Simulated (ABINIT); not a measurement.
# GaP (F-43m) in ABINIT: further runs, part 3 of 3

ABINIT 10.8.3 (patched build).

**5. Band structure, BLYP**

File run.abi:

```
# Datasets: ground state, then fixed potential
ndtset 2

# Pseudopotentials
pp_dirpath "./"
pseudos "Ga.GGA_PBE-JTH.xml, P.GGA_PBE-JTH.xml"

# Structure
acell 3*1.0
rprim
     0.0000000000     5.1499761211     5.1499761211
     5.1499761211     0.0000000000     5.1499761211
     5.1499761211     5.1499761211     0.0000000000
ntypat 2
znucl 31 15
natom 2
typat 1 2
xred
     0.0000000000     0.0000000000     0.0000000000
     0.7500000000     0.7500000000     0.7500000000

# Plane-wave basis
ecut 20.0
pawecutdg 40.0

# Exchange and correlation
ixc -106131

# Bands and occupations
occopt 3
tsmear 0.05 eV

# SCF cycle
nstep 100

# Output
iomode 3
prtwf 0
prteig 0
prtebands 0
enunit 2
prtden1 1

# Dataset 1
kptopt1 1
ngkpt1 8 8 8
nshiftk1 1
shiftk1 0.0 0.0 0.0
nband1 13
tolvrs1 1.0e-9

# Dataset 2: bands along G-X-W-K-G-L-U-W-L-K
iscf2 -2
getden2 1
nband2 17
nbdbuf2 2
tolwfr2 1.0e-12
kptopt2 -9
ndivsm2 5
prteig2 1
prtvol2 -3
kptbounds2
     0.0000000000     0.0000000000     0.0000000000
     0.5000000000     0.0000000000     0.5000000000
     0.5000000000     0.2500000000     0.7500000000
     0.3750000000     0.3750000000     0.7500000000
     0.0000000000     0.0000000000     0.0000000000
     0.5000000000     0.5000000000     0.5000000000
     0.6250000000     0.2500000000     0.6250000000
     0.5000000000     0.2500000000     0.7500000000
     0.5000000000     0.5000000000     0.5000000000
     0.3750000000     0.3750000000     0.7500000000
```

Potentials or basis: JTH PAW PBE v2.0.

On the command line:

```bash
> abinit run.abi > log 2>&1
```

run.abo:

```text
.Version 10.8.3 of ABINIT
 DATASET    1 : space group F-4 3 m (#216); Bravais cF (face-center cubic)
================================================================================
 Values of the parameters that define the memory need for DATASET  1.
     intxc =       0    ionmov =       0      iscf =      17    lmnmax =      18
     lnmax =       6     mgfft =      30  mpssoang =       3    mqgrid =    3001
     natom =       2  nloc_mem =       2    nspden =       1   nspinor =       1
    nsppol =       1      nsym =      24    n1xccc =       1    ntypat =       2
    occopt =       3   xclevel =       2
       mpw =        1185          nfft =       27000          nkpt =          29
 PAW method is used; the additional fine FFT grid is defined by:
   mgfftf=        45    nfftf =     91125
================================================================================
================================================================================

 DATASET    2 : space group F-4 3 m (#216); Bravais cF (face-center cubic)
================================================================================
 Values of the parameters that define the memory need for DATASET  2.
     intxc =       0    ionmov =       0      iscf =      -2    lmnmax =      18
     lnmax =       6     mgfft =      30  mpssoang =       3    mqgrid =    3001
     natom =       2  nloc_mem =       2    nspden =       1   nspinor =       1
    nsppol =       1      nsym =      24    n1xccc =       1    ntypat =       2
    occopt =       3   xclevel =       2
       mpw =        1203          nfft =       27000          nkpt =          87
 PAW method is used; the additional fine FFT grid is defined by:
   mgfftf=        45    nfftf =     91125
================================================================================
================================================================================

--------------------------------------------------------------------------------
------------- Echo of variables that govern the present computation ------------
--------------------------------------------------------------------------------
 -outvars: echo values of preprocessed input variables --------
            acell      1.0000000000E+00  1.0000000000E+00  1.0000000000E+00 Bohr
              amu      6.97230000E+01  3.09737620E+01
             ecut      2.00000000E+01 Hartree
           enunit           2
           getden1          0
           getden2          1
             iscf1         17
             iscf2         -2
              ixc     -106131
           jdtset        1    2
           kptopt1          1
           kptopt2         -9
         kptrlatt        8    0    0      0    8    0      0    0    8
          kptrlen1     5.82653286E+01
          kptrlen2     3.00000000E+01
            natom           2
            nband1         13
            nband2         17
           nbdbuf1          0
           nbdbuf2          2
           ndtset           2
           ndivsm1          0
           ndivsm2          5
            ngfft          30      30      30
          ngfftdg          45      45      45
[... 905 lines left out ...]
cartesian_forces: null
force_length_stats: {min: null, max: null, mean: null, }
...

 Integrated electronic density in atomic spheres:
 ------------------------------------------------
 Atom  Sphere_radius  Integrated_density
    1        2.10359         11.09559208
    2        1.60765          1.61677482

================================================================================

 ----iterations are completed or convergence reached----

 Mean square residual over all n,k,spin=   51.974E-14; max=  99.801E-14
 reduced coordinates (array xred) for    2 atoms
       0.000000000000      0.000000000000      0.000000000000
       0.750000000000      0.750000000000      0.750000000000

 cartesian coordinates (angstrom) at end:
    1      0.00000000000000     0.00000000000000     0.00000000000000
    2      4.08787499719786     4.08787499719786     4.08787499719786
 length scales=  1.000000000000  1.000000000000  1.000000000000 bohr
              =  0.529177210544  0.529177210544  0.529177210544 angstroms
 Eigenvalues (hartree) for nkpt=  87  k points:
 kpt#   1, nband= 17, wtk=  1.00000, kpt=  0.0000  0.0000  0.0000 (reduced coord)
  -0.33528   -0.33528   -0.33528   -0.33158   -0.33158   -0.25503    0.20340    0.20340
   0.20340    0.26628    0.34852    0.34852    0.34852    0.53462    0.56707    0.56707
   0.66871
 kpt#   2, nband= 17, wtk=  1.00000, kpt=  0.0357  0.0000  0.0357 (reduced coord)
  -0.33535   -0.33525   -0.33525   -0.33159   -0.33157   -0.25422    0.19527    0.20105
   0.20105    0.27406    0.34635    0.35179    0.35179    0.53876    0.55911    0.56785
   0.67064
 kpt#   3, nband= 17, wtk=  1.00000, kpt=  0.0714  0.0000  0.0714 (reduced coord)
  -0.33556   -0.33517   -0.33517   -0.33163   -0.33154   -0.25180    0.17743    0.19459
   0.19459    0.29040    0.34071    0.36091    0.36091    0.53993    0.55108    0.56999
   0.67542
 kpt#   4, nband= 17, wtk=  1.00000, kpt=  0.1071  0.0000  0.1071 (reduced coord)
  -0.33588   -0.33503   -0.33503   -0.33169   -0.33150   -0.24780    0.15636    0.18540
   0.18540    0.30654    0.33455    0.37453    0.37453    0.51840    0.56905    0.57362
   0.68367
 kpt#   5, nband= 17, wtk=  1.00000, kpt=  0.1429  0.0000  0.1429 (reduced coord)
[... 316 lines left out ...]
  -0.33853   -0.33397   -0.33364   -0.33190   -0.33129   -0.16129   -0.03172    0.07430
   0.13605    0.30292    0.40872    0.45409    0.47360    0.55984    0.58902    0.70657
   0.73780
 kpt#  85, nband= 17, wtk=  1.00000, kpt=  0.4028  0.4028  0.6944 (reduced coord)
  -0.33867   -0.33384   -0.33348   -0.33203   -0.33125   -0.15604   -0.03276    0.06500
   0.13051    0.29759    0.41105    0.47429    0.47654    0.55035    0.58429    0.73773
   0.75210
 kpt#  86, nband= 17, wtk=  1.00000, kpt=  0.3889  0.3889  0.7222 (reduced coord)
  -0.33880   -0.33372   -0.33335   -0.33215   -0.33120   -0.15151   -0.03527    0.06107
   0.12572    0.29261    0.39921    0.49314    0.49406    0.54350    0.58371    0.74872
   0.78228
 kpt#  87, nband= 17, wtk=  1.00000, kpt=  0.3750  0.3750  0.7500 (reduced coord)
  -0.33891   -0.33361   -0.33325   -0.33226   -0.33114   -0.14877   -0.03782    0.06218
   0.12189    0.28862    0.38273    0.50763    0.50949    0.54618    0.58975    0.74380
   0.78729
 Eigenvalues (   eV  ) for nkpt=  87  k points:
 kpt#   1, nband= 17, wtk=  1.00000, kpt=  0.0000  0.0000  0.0000 (reduced coord)
  -9.12334   -9.12334   -9.12334   -9.02283   -9.02283   -6.93965    5.53492    5.53492
   5.53492    7.24596    9.48380    9.48380    9.48380   14.54782   15.43084   15.43084
  18.19656
 kpt#   2, nband= 17, wtk=  1.00000, kpt=  0.0357  0.0000  0.0357 (reduced coord)
  -9.12531   -9.12257   -9.12257   -9.02313   -9.02255   -6.91760    5.31345    5.47082
   5.47082    7.45768    9.42477    9.57260    9.57260   14.66054   15.21425   15.45188
  18.24915
 kpt#   3, nband= 17, wtk=  1.00000, kpt=  0.0714  0.0000  0.0714 (reduced coord)
  -9.13096   -9.12032   -9.12032   -9.02407   -9.02178   -6.85176    4.82807    5.29518
   5.29518    7.90205    9.27117    9.82073    9.82073   14.69237   14.99572   15.51014
  18.37900
 kpt#   4, nband= 17, wtk=  1.00000, kpt=  0.1071  0.0000  0.1071 (reduced coord)
  -9.13968   -9.11667   -9.11667   -9.02567   -9.02052   -6.74300    4.25489    5.04497
   5.04497    8.34145    9.10344   10.19147   10.19147   14.10630   15.48459   15.60891
  18.60355
 kpt#   5, nband= 17, wtk=  1.00000, kpt=  0.1429  0.0000  0.1429 (reduced coord)
[... 317 lines left out ...]
   3.70213    8.24276   11.12179   12.35646   12.88732   15.23408   16.02808   19.22680
  20.07653
 kpt#  85, nband= 17, wtk=  1.00000, kpt=  0.4028  0.4028  0.6944 (reduced coord)
  -9.21563   -9.08424   -9.07438   -9.03503   -9.01385   -4.24606   -0.89132    1.76875
   3.55146    8.09791   11.18533   12.90621   12.96744   14.97577   15.89938   20.07460
  20.46558
 kpt#  86, nband= 17, wtk=  1.00000, kpt=  0.3889  0.3889  0.7222 (reduced coord)
  -9.21922   -9.08085   -9.07080   -9.03840   -9.01250   -4.12275   -0.95967    1.66186
   3.42113    7.96225   10.86310   13.41901   13.44406   14.78937   15.88343   20.37369
  21.28686
 kpt#  87, nband= 17, wtk=  1.00000, kpt=  0.3750  0.3750  0.7500 (reduced coord)
  -9.22231   -9.07790   -9.06832   -9.04129   -9.01088   -4.04816   -1.02907    1.69204
   3.31687    7.85374   10.41451   13.81342   13.86405   14.86235   16.04790   20.23974
  21.42319

== END DATASET(S) ==============================================================
================================================================================

 -outvars: echo values of variables after computation  --------
            acell      1.0000000000E+00  1.0000000000E+00  1.0000000000E+00 Bohr
           etotal1    -8.5710019048E+01
            fcart1    -1.3037760877E-47 -1.6338942404E-30  3.2677884808E-30
                       1.3037760877E-47  1.6338942404E-30 -3.2677884808E-30
            rprim      0.0000000000E+00  5.1499761211E+00  5.1499761211E+00
                       5.1499761211E+00  0.0000000000E+00  5.1499761211E+00
                       5.1499761211E+00  5.1499761211E+00  0.0000000000E+00
           strten1    -2.1315025844E-04 -2.1315025844E-04 -2.1315025844E-04
                       0.0000000000E+00  0.0000000000E+00  0.0000000000E+00
           xangst      0.0000000000E+00  0.0000000000E+00  0.0000000000E+00
                       4.0878749972E+00  4.0878749972E+00  4.0878749972E+00
             xred      0.0000000000E+00  0.0000000000E+00  0.0000000000E+00
                       7.5000000000E-01  7.5000000000E-01  7.5000000000E-01
 Calculation completed.
```

It took 43 s on 1 thread of Arm Neoverse V1, shared host; peak memory 0.12 GiB.

Results:

```
Free energy                                           : -2332.2884 eV
Pressure                                              : 6.3 GPa
Band gap on the k mesh                                : 1.67 eV, indirect (least direct gap 1.71 eV)
Band gap along the path                               : 1.67 eV, indirect (least direct gap 1.71 eV)
Valence electrons inside the program's atomic spheres : Ga 11.10; P 1.62
```

Levels at the corners of the path, in eV from the valence-band top:
| point | band 7 | band 8 | band 9 | band 10 | band 11 | band 12 |
| --- | --- | --- | --- | --- | --- | --- |
| Γ | 0.00 | 0.00 | 0.00 | 1.71 | 3.95 | 3.95 |
| X | -6.77 | -2.64 | -2.64 | 1.84 | 1.93 | 10.56 |
| W | -6.58 | -3.49 | -3.34 | 4.84 | 4.86 | 6.16 |
| K | -6.56 | -3.84 | -2.22 | 2.32 | 4.88 | 8.28 |
| Γ | 0.00 | 0.00 | 0.00 | 1.71 | 3.95 | 3.95 |
| L | -6.59 | -1.11 | -1.11 | 1.67 | 4.82 | 4.82 |
| U | -6.56 | -3.84 | -2.22 | 2.32 | 4.88 | 8.28 |
| W | -6.58 | -3.49 | -3.34 | 4.84 | 4.86 | 6.16 |
| L | -6.59 | -1.11 | -1.11 | 1.67 | 4.82 | 4.82 |
| K | -6.56 | -3.84 | -2.22 | 2.32 | 4.88 | 8.28 |

Caveat: the PAW data sets were made with another functional, which shifts forces and pressure a little.

**6. The runs side by side**

```csv
level,potentials or basis,cutoff (eV),fine-grid cutoff,gap on the mesh (eV),pressure (GPa)
SOGGA,PseudoDojo NC SR PBEsol v0.4.1 standard,1088,-,1.46,-1.3
PBE,PseudoDojo NC SR PBE v0.5 standard,1088,-,1.64,2.6
LDA,PseudoDojo NC SR LDA v0.4.1 standard,1088,-,1.50,-2.9
BLYP,JTH PAW PBE v2.0,544,1088.46 eV,1.67,6.3
```

Alike in all rows: task band structure; no spin polarisation; cell as given; k mesh 8 × 8 × 8; smearing fermi-dirac 0.05 eV.

Caveats: the potentials were made for another functional, which shifts forces and pressure (some runs); the PAW data sets were made with another functional, which shifts forces and pressure a little (some runs).

Absolute energies hang on the potentials; compare differences alone.

**7. Against experiment**

Step 2. Against the measured gap of GaP, 2.34 eV (indirect; 10 K; quoted in “Stacking defects in GaP nanowires: Electronic structure and optical properties”, 2018, arxiv:1810.01194), the calculated 1.43 eV is off by -0.91 eV. Spin-orbit coupling on Ga is left out. The value is that of SOGGA, without temperature or zero-point motion.

Step 3. Against the measured gap of GaP, 2.34 eV (indirect; 10 K; quoted in “Stacking defects in GaP nanowires: Electronic structure and optical properties”, 2018, arxiv:1810.01194), the calculated 1.60 eV is off by -0.74 eV. Spin-orbit coupling on Ga is left out. The value is that of PBE, without temperature or zero-point motion. Semilocal functionals fall short of measured gaps as a rule.

Step 4. Measured gap of GaP: 2.34 eV (indirect; 10 K; quoted in “Stacking defects in GaP nanowires: Electronic structure and optical properties”, 2018, arxiv:1810.01194). This calculation gives 1.45 eV (-0.89 eV). Spin-orbit coupling on Ga is left out. The value is that of LDA, without temperature or zero-point motion. Semilocal functionals fall short of measured gaps as a rule.

Step 5. Measured gap of GaP: 2.34 eV (indirect; 10 K; quoted in “Stacking defects in GaP nanowires: Electronic structure and optical properties”, 2018, arxiv:1810.01194). This calculation gives 1.67 eV (-0.67 eV). Spin-orbit coupling on Ga is left out. The value is that of BLYP, without temperature or zero-point motion. Semilocal functionals fall short of measured gaps as a rule.
